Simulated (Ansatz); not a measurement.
Input and command of a calculation in Ansatz (plane waves; scalar-relativistic PAW potentials unless the input names others):

```yaml
crystal:
  lattice:
    - [2.5196845177, 0.0, 0.0]
    - [0.0, 2.5196845177, 0.0]
    - [0.0, 0.0, 26.1267440356]
  atoms:
    - { symbol: Cu, position: [0.5, 0.5, 0.325337133] }
    - { symbol: Cu, position: [0.0, 0.0, 0.3935310881] }
    - { symbol: Cu, position: [0.5, 0.5, 0.4623334777] }
    - { symbol: Cu, position: [0.0, 0.0, 0.5302055038] }
    - { symbol: Cu, position: [0.5, 0.5, 0.606635816] }
    - { symbol: "N", position: [0.0, 0.0, 0.6276550105] }
  symmetry: { detect: false }
basis:
  ecutwfc: 420
kpoints:
  mp_grid: { grid: [11, 11, 1] }
hamiltonian:
  xc: pbesol
scf:
  occupations: { method: gaussian, width: 0.1 }
  mixing: { algorithm: broyden, beta: 0.2, ndim: 2 }
output:
  forces: true
  eigenvalues: true
efield:
  axis: 3
  dipole_correction: true
  ramp_width: 0.04
```

```bash
ansatz run input.yaml --threads 1 --pin off --max-ram 2560MiB --backend cpu --events-out ev --progress --plain --runs-dir out
```

Abridged log:
```
Pseudopotentials: kind: paw
Pseudopotential: Cu, paw, valence charge 19, recommended cutoff 420 eV (normal)
Pseudopotential: N, paw, valence charge 5, recommended cutoff 420 eV (normal)
Functional definition: PBEsol
Crystal: 6 atoms, lattice volume = 165.874 Å³
Basis set: ecut = 420 eV, 3215 PW (Γ), exchange–correlation on 36×36×360 points (8 copies of the dense FFT grid, shifted against one another)
Bands: 60, of which v1, the nominal top of the filled ones, is band 50 counted from 1 (49 counted from 0)
Symmetry: 1 space group operations
k-points: 61 of 121 (time reversal used)
Initial density: superposition of atomic densities (neutral atoms: chi_scale 0, normalization atom), corrected by the library's trained network
Initial wavefunctions: pseudopotential atomic-orbital guess
Functional: x = pbesol(κ = 0.804, μ = 0.12345679), c = pbesol(β = 0.046)
SCF iter   1: F=—  HF=-33319.017273 eV  |F-HF|=—  |Δ(HF+E_count)|=         —  Δρ=1.66e-2  dr2=1.39e0  ethr=1.77e-3  p=-0.017 e·Å  D=-1.84e-2 V/Å  ΔV_dip=0.48 eV  dr2_dipole=2.24e-1  V_vac-E_F(+/−)=4.97/4.49 eV  ⟨swp⟩=8.7  Hψ=16342  notcnv=0  defer=76
efield: sawtooth ramp at fractional position 0.9565 (placed from the atoms, in the widest stretch of the axis that holds none; the zero of the levels goes with the place), width 0.0400; the density the first Hamiltonian is built on has a dipole p = -0.017 e·Å; the dipole correction subtracts the counter field D = -1.84e-2 V/Å, which shifts the + side's vacuum level by +0.48 eV against the − side's; the planar-averaged density in the ramp window peaks in size at 2.6e-5 e/Å³
SCF iter   2: F=—  HF=-33318.965600 eV  |F-HF|=—  |Δ(HF+E_count)|=   5.17e-2  Δρ=1.04e-2  dr2=8.71e-1  ethr=1.39e-3  p=-0.024 e·Å  D=-2.62e-2 V/Å  ΔV_dip=0.68 eV  dr2_dipole=1.43e-1  V_vac-E_F(+/−)=5.23/4.54 eV  ⟨swp⟩=2.0  Hψ=4551  notcnv=0  defer=219  κ⁻¹=1.0e0(r=1)
SCF iter   3: F=—  HF=-33318.938763 eV  |F-HF|=—  |Δ(HF+E_count)|=   2.68e-2  Δρ=8.00e-3  dr2=1.33e-1  ethr=8.71e-4  p=-0.045 e·Å  D=-4.94e-2 V/Å  ΔV_dip=1.29 eV  dr2_dipole=5.73e-3  V_vac-E_F(+/−)=5.93/4.64 eV  ⟨swp⟩=2.6  Hψ=5305  notcnv=0  defer=234  κ⁻¹=4.5e-3(r=2)
SCF iter   4: F=—  HF=-33318.948874 eV  |F-HF|=—  |Δ(HF+E_count)|=   1.01e-2  Δρ=1.19e-2  dr2=1.69e-1  ethr=1.33e-4  p=-0.049 e·Å  D=-5.34e-2 V/Å  ΔV_dip=1.40 eV  dr2_dipole=6.35e-3  V_vac-E_F(+/−)=5.98/4.58 eV  ⟨swp⟩=2.3  Hψ=7377  notcnv=0  defer=218  κ⁻¹=2.9e-1(r=2)
SCF iter   5: F=—  HF=-33318.920109 eV  |F-HF|=—  |Δ(HF+E_count)|=   2.88e-2  Δρ=2.20e-3  dr2=1.01e-2  ethr=1.33e-4  p=-0.052 e·Å  D=-5.72e-2 V/Å  ΔV_dip=1.49 eV  dr2_dipole=3.25e-8  V_vac-E_F(+/−)=6.14/4.64 eV  ⟨swp⟩=2.0  Hψ=5366  notcnv=0  defer=218  κ⁻¹=7.2e-2(r=2)
SCF iter   6: F=—  HF=-33318.919274 eV  |F-HF|=—  |Δ(HF+E_count)|=   8.36e-4  Δρ=1.45e-3  dr2=3.33e-3  ethr=1.01e-5  p=-0.052 e·Å  D=-5.72e-2 V/Å  ΔV_dip=1.49 eV  dr2_dipole=8.35e-5  V_vac-E_F(+/−)=6.14/4.65 eV  ⟨swp⟩=1.9  Hψ=4793  notcnv=0  defer=218  κ⁻¹=1.6e-2(r=2)
SCF iter   7: F=—  HF=-33318.919446 eV  |F-HF|=—  |Δ(HF+E_count)|=   1.73e-4  Δρ=7.09e-4  dr2=6.13e-4  ethr=3.33e-6  p=-0.052 e·Å  D=-5.64e-2 V/Å  ΔV_dip=1.47 eV  dr2_dipole=1.53e-4  V_vac-E_F(+/−)=6.13/4.66 eV  ⟨swp⟩=2.0  Hψ=5314  notcnv=0  defer=218  κ⁻¹=4.5e-2(r=2)
SCF iter   8: F=—  HF=-33318.919690 eV  |F-HF|=—  |Δ(HF+E_count)|=   2.44e-4  Δρ=4.06e-4  dr2=2.36e-4  ethr=6.13e-7  p=-0.051 e·Å  D=-5.55e-2 V/Å  ΔV_dip=1.45 eV  dr2_dipole=6.30e-5  V_vac-E_F(+/−)=6.11/4.66 eV  ⟨swp⟩=2.1  Hψ=4868  notcnv=0  defer=200  κ⁻¹=8.0e-2(r=2)
   ...
SCF iter  10: F=—  HF=-33318.920016 eV  |F-HF|=—  |Δ(HF+E_count)|=   6.04e-5  Δρ=9.98e-5  dr2=3.84e-5  ethr=9.45e-8  p=-0.050 e·Å  D=-5.45e-2 V/Å  ΔV_dip=1.42 eV  dr2_dipole=6.81e-6  V_vac-E_F(+/−)=6.09/4.67 eV  ⟨swp⟩=1.2  Hψ=3561  notcnv=0  defer=200  κ⁻¹=2.0e-1(r=2)
SCF iter  11: F=—  HF=-33318.920017 eV  |F-HF|=—  |Δ(HF+E_count)|=   1.08e-6  Δρ=8.26e-5  dr2=1.71e-5  ethr=3.84e-8  p=-0.050 e·Å  D=-5.45e-2 V/Å  ΔV_dip=1.42 eV  dr2_dipole=2.29e-6  V_vac-E_F(+/−)=6.09/4.67 eV  ⟨swp⟩=1.8  Hψ=4441  notcnv=0  defer=204  κ⁻¹=6.2e-2(r=2)
SCF iter  12: F=—  HF=-33318.920017 eV  |F-HF|=—  |Δ(HF+E_count)|=   3.42e-7  Δρ=4.46e-5  dr2=5.37e-6  ethr=1.71e-8  p=-0.050 e·Å  D=-5.45e-2 V/Å  ΔV_dip=1.42 eV  dr2_dipole=5.37e-7  V_vac-E_F(+/−)=6.09/4.67 eV  ⟨swp⟩=2.0  Hψ=5139  notcnv=0  defer=204  κ⁻¹=2.5e-1(r=2)
SCF iter  13: F=—  HF=-33318.920023 eV  |F-HF|=—  |Δ(HF+E_count)|=   6.18e-6  Δρ=2.58e-5  dr2=2.17e-6  ethr=5.37e-9  p=-0.050 e·Å  D=-5.45e-2 V/Å  ΔV_dip=1.42 eV  dr2_dipole=2.80e-7  V_vac-E_F(+/−)=6.09/4.67 eV  ⟨swp⟩=1.7  Hψ=3720  notcnv=0  defer=204  κ⁻¹=8.7e-2(r=2)
SCF iter  14: F=—  HF=-33318.920025 eV  |F-HF|=—  |Δ(HF+E_count)|=   1.64e-6  Δρ=1.48e-5  dr2=4.21e-7  ethr=2.17e-9  p=-0.050 e·Å  D=-5.45e-2 V/Å  ΔV_dip=1.42 eV  dr2_dipole=7.68e-8  V_vac-E_F(+/−)=6.09/4.67 eV  ⟨swp⟩=2.0  Hψ=5176  notcnv=0  defer=204  κ⁻¹=2.9e-2(r=2)
SCF iter  15: F=—  HF=-33318.920025 eV  |F-HF|=—  |Δ(HF+E_count)|=   2.64e-7  Δρ=9.81e-6  dr2=2.60e-7  ethr=4.21e-10  p=-0.050 e·Å  D=-5.45e-2 V/Å  ΔV_dip=1.42 eV  dr2_dipole=5.50e-8  V_vac-E_F(+/−)=6.09/4.67 eV  ⟨swp⟩=2.0  Hψ=5023  notcnv=0  defer=204  κ⁻¹=5.2e-2(r=2)
SCF iter  16: F=—  HF=-33318.920025 eV  |F-HF|=—  |Δ(HF+E_count)|=   4.65e-7  Δρ=6.57e-6  dr2=1.78e-7  ethr=2.60e-10  p=-0.050 e·Å  D=-5.45e-2 V/Å  ΔV_dip=1.42 eV  dr2_dipole=3.47e-8  V_vac-E_F(+/−)=6.09/4.67 eV  ⟨swp⟩=1.2  Hψ=3494  notcnv=0  defer=204  κ⁻¹=7.6e-2(r=2)
SCF iter  17: F=-33318.920026 eV  HF=-33318.920026 eV  |F-HF|=9.00e-9  |Δ(HF+E_count)|=   8.02e-7  Δρ=3.79e-6  dr2=4.69e-8  ethr=1.00e-10  p=-0.050 e·Å  D=-5.44e-2 V/Å  ΔV_dip=1.42 eV  dr2_dipole=3.48e-9  V_vac-E_F(+/−)=6.09/4.67 eV  ⟨swp⟩=14.0  Hψ=19089  notcnv=0
SCF 1 converged in 17 iterations: F = -33318.920026 eV  dr2 = 4.69e-8
SCF converged after 17 iterations
Stability not checked: this state was not tested for a lower state beside it, because the mixer in use, unlike msr1, does not test its closes by its own steps (another_mixer; see scf.mixing.algorithm and scf.lower_state_search)
Free energy (F): -33318.920026 eV
Harris-Foulkes:  -33318.920026 eV  (|F-HF|=9.00e-9)
Internal energy: -33318.906682 eV  (E = F + TS)
E sigma→0 (E₀):  -33318.913354 eV
Entropy (-TS):   -0.013344 eV (-2.224 meV/atom)
Fermi energy:    3.087371 eV
Dipole field:    D = -0.054356 V/Å  (p = -0.049827 e·Å, saw-weighted, corrected)
Work function:   Φ+ = 6.0901 eV   Φ− = 4.6700 eV
Levels:          The Fermi level and band energies are counted from a zero that moves with the ramp; work functions are not
--- Forces (eV/Å), atoms counted from 1 ---
  atom   1  Cu     0.00000000     0.00000001     0.23414583
  atom   2  Cu     0.00000001     0.00000001    -0.23234983
  atom   3  Cu     0.00000001    -0.00000001    -0.00476011
  atom   4  Cu     0.00000002    -0.00000001     0.00069572
  atom   5  Cu    -0.00000006    -0.00000001    -0.00735578
  atom   6  N     -0.00000005    -0.00000001     0.00968562
```

Apart from outputs, empty bands and the relaxation, which only the reference makes, the input differs from a reference run on usual settings in crystal.symmetry: not typed → {"detect": false}; scf.mixing.algorithm: not typed → "broyden"; scf.mixing.beta: not typed → 0.2; scf.mixing.ndim: not typed → 2. The reference, at the same geometry, ended its own course with largest force 0.234 eV/Å (on an atom or along a direction that it held fixed), no gap on the mesh. This run converged in 17 SCF iterations with an energy at zero smearing within 0.01 meV/atom of the reference's, largest force 0.234 eV/Å, no gap on the mesh.

Time: 46 s on 1 thread of Intel(R) Xeon(R) 6975P-C (Granite Rapids), on a shared host, peak memory 0.69 GiB.